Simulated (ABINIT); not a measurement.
Runs of ABINIT 10.8.3 (patched build) on CsPbBr3. It takes space group Pm-3m (No. 221, cubic). The conventional cell has a = 5.870 Å, b = 5.870 Å, c = 5.870 Å, α = 90.00°, β = 90.00°, γ = 90.00°. Pb (site symmetry m-3m) is surrounded by 6 Br at 2.94 Å. Around Cs (site symmetry m-3m) lie 12 Br at 4.15 Å. Br (site symmetry 4/mmm) has 2 Pb at 2.94 Å as nearest neighbours. Measurements of this composition are mostly on another form, of space group No. 62.

```tsv
task	level	potentials or basis	cell	k mesh	cutoff (eV)	smearing	cell freedom (optcell)	optimiser (ionmov)	cutoff smearing ecutsm (Ha)	force stop (Ha/bohr)	bands in the sums	gap on the mesh (eV)	pressure (GPa)
relaxation of cell and atoms	LDA	PseudoDojo NC SR LDA v0.4.1 standard	relaxed	4 × 4 × 4	762	fermi-dirac 0.05 eV	2	2	0.5	2e-05	-	1.19	0.0
optical spectrum	PBEsol	PseudoDojo NC SR PBEsol v0.4.1 standard	as given	6 × 6 × 6, shifted	653	fixed	-	-	-	-	28	-	(a)
single point	PBEsol	PseudoDojo NC SR PBEsol v0.4.1 standard	as given	4 × 4 × 4	653	fermi-dirac 0.05 eV	-	-	-	-	-	1.43	0.0
single point	LDA	PseudoDojo NC SR LDA v0.4.1 standard	as given	4 × 4 × 4	707	fermi-dirac 0.05 eV	-	-	-	-	-	(b)	-1.1
```

Alike in all rows: no spin polarisation.

Question: Fill in the values left out.

Answer: (a) -0.1; (b) 1.39.

Caveats: spin-orbit coupling is left out, which as a rule narrows the gap of such compounds by several tenths of an eV (some runs); the cutoff is short for stress, so the pressure is rough (some runs); spectra need much finer meshes, so this one isn't converged (some runs); independent-particle spectra lack excitons (some runs).

A k mesh can miss the band edges, and the runs leave out spin-orbit coupling on Br, Cs, Pb.

Runs at the PBE level aren't shown here.
